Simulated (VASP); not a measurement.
Crystal: Fe.

```
Fe
1.0
    -1.44300    1.44300    1.44300
     1.44300   -1.44300    1.44300
     1.44300    1.44300   -1.44300
Fe
1
Direct
  0.00000 0.00000 0.00000
```

| Item | Value |
| --- | --- |
| Program | VASP 6.6.1 |
| Task | single point |
| Functional | PBE |
| Potentials or basis | VASP PAW PBE potentials, release 64 (Fe) |
| Cutoff | 520 eV |
| k mesh | 13 × 13 × 13 |
| Occupations | fermi-dirac, width 0.05 eV |
| Spin | collinear spin, ferromagnetic start |
| Starting moments | [3.0] μB |

On this cell: pressure -9.1 GPa; net moment 2.28 μB per cell; site moments Fe +2.29 μB; band gap on the k mesh none (metal or under the smearing width).

The same run follows on a disturbed copy (cell strained at random at fixed volume):

```
Fe
1.0
    -1.48153    1.43424    1.45901
     1.46753   -1.43096    1.44173
     1.45354    1.40297   -1.45574
Fe
1
Direct
  0.98721 0.99305 0.98531
```

Task: What does the disturbed cell give?

Result: The energy (extrapolated to zero smearing) moves by +2.6 meV/atom; pressure -8.9 GPa; net moment 2.29 μB per cell; site moments Fe +2.30 μB; band gap on the k mesh none (metal or under the smearing width).

Stress tensor (GPa, compression positive):
```
-9.90  1.19  0.62
 1.19 -7.35 -0.02
 0.62 -0.02 -9.31
```
